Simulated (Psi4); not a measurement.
**The standard entropy of CHF3 (SMILES FC(F)F) from a frequency calculation**

A singlet with charge 0, relaxed at PBE0-D4/def2-TZVP (density fitting) (Psi4 1.11):

```xyz
5

F    -0.6686   -0.3297    1.0792
C     0.0195    0.0564    0.0068
F     1.0474   -0.7738   -0.1575
F    -0.7726   -0.0351   -1.0594
H     0.3744    1.0822    0.1309
```

Harmonic wavenumbers in cm⁻¹: 464, 503, 702, 1151, 1168, 1203, 1396, 1400, 3131.

Masses in u: F 18.998, C 12.011, H 1.008. Take T = 298.15 K, p = 1 bar, R = 8.3145 J/(mol K), kT/hc = 207.22 cm⁻¹, rigid rotor and harmonic oscillator.

Compute the standard molar entropy.


1. Translation (Sackur–Tetrode): S = R[3/2 ln M + 5/2 ln T − 1.1517] with M = 70.013 gives 161.8 J/(mol K).
2. Rotation: principal moments 48.674, 48.677, 88.746 u Å² give A, B, C = 0.3463, 0.3463, 0.19 cm⁻¹; the symmetry number is σ = 3; q = (√π/σ)√((kT/hc)³/ABC) = 11675; S = R(ln q + 3/2) = 90.3.
3. Vibration: with u = ν̃/207.22, each mode gives R[u/(eᵘ − 1) − ln(1 − e⁻ᵘ)]; the sum is 7.9, most from 464 cm⁻¹ (3.2), 503 cm⁻¹ (2.7), 702 cm⁻¹ (1.3).
4. Spin: R ln 1 = 0.0.
5. Sum: 161.8 + 90.3 + 7.9 + 0.0 = 260.0 J/(mol K).

The tabulated value is 259.7 J/(mol K) (CRC Handbook of Chemistry and Physics): the model is off by +0.3.
